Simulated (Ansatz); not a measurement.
## Structures of CaSe: which is lowest?

Plane-wave DFT in Ansatz with scalar-relativistic PAW potentials, cutoff 420 eV, Γ-centred meshes chosen by cell and gap, Gaussian smearing with energies taken to zero width. Every cell was relaxed (cell and atoms) in a run of its own, within the symmetry of its start. Functional: PBEsol.

Relaxed structures (starts from databases or built by putting these elements on another compound's sites):
A. F-43m, 2 atoms in the computed cell, a = 6.502 Å; sites (symmetry × multiplicity) Ca -43m × 4, Se -43m × 4; start: built
B. P6_3/mmc, 4 atoms in the computed cell, a = 4.961 Å, c = 5.809 Å; sites (symmetry × multiplicity) Ca -6m2 × 2, Se -6m2 × 2; start: built
C. Fm-3m, 2 atoms in the computed cell, a = 5.870 Å; sites (symmetry × multiplicity) Ca m-3m × 4, Se m-3m × 4; start: database

Question: Rank them by energy. Could pressure change the order?

Answer:
```tsv
structure	group	E − E(lowest) (meV/atom)	V (Å³/atom)	gap on mesh (eV)
C	Fm-3m	0.0	25.28	1.88
B	P6_3/mmc	154	30.96	2.31
A	F-43m	324	34.36	3.14
```

C is lowest, 154 meV/atom under B. The lowest is also the densest of these, so pressure wouldn't bring one of the others in at first order. Other structures may lie lower than all of these, and vibrations aren't counted.